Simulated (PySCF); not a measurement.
# C4H8 (1-Butene): the cost of one run

The runs use PySCF 2.14.0, with density-fitted response routines of our own; the level of theory stands in each step. All values are computed, except where a source is named. Atoms are numbered from 0 throughout.

## 1. Starting geometry

12 atoms, charge 0, multiplicity 1; geometry from: GFN2-xTB. The atoms were then displaced at random by about 0.01 Å, so the start is not that level's minimum.

Bonds of the start (Å): C0–C1 1.35, C1–C2 1.51, C2–C3 1.49, C0–H4 1.06, C0–H5 1.08, C1–H6 1.08, C2–H7 1.09, C2–H8 1.09, C3–H9 1.09, C3–H10 1.11, C3–H11 1.10.

## 2. Optimising the geometry at PBE0-D3(BJ)/def2-TZVP

What the job is given:

```
{"job": {"xc": "PBE0", "basis": "def2-TZVP", "d3": "d3bj", "grid": 2, "shake": 0.01, "kind": "geom"}, "charge": 0, "multiplicity": 1}
C      1.897700     0.275580     0.572930
C      0.665570     0.676820     0.190900
C     -0.270670    -0.139740    -0.661930
C     -1.506540    -0.465630     0.094660
H      2.286030    -0.655650     0.257550
H      2.504270     0.924640     1.181880
H      0.287130     1.636960     0.510360
H     -0.485140     0.430240    -1.562840
H      0.245510    -1.055680    -0.934440
H     -1.319660    -1.045120     1.004290
H     -2.217290    -1.055650    -0.520460
H     -2.047220     0.444960     0.402190
```

Started as:

```
> OMP_NUM_THREADS=1 python probes_run.py task.json out
```

One launch serves the whole session: the jobs run in the order shown.

Q: Estimate the wall time and peak memory of this first job on 1 thread of Intel Xeon 6975P-C, shared host.

About 58 s, with a peak of 0.78 GiB.
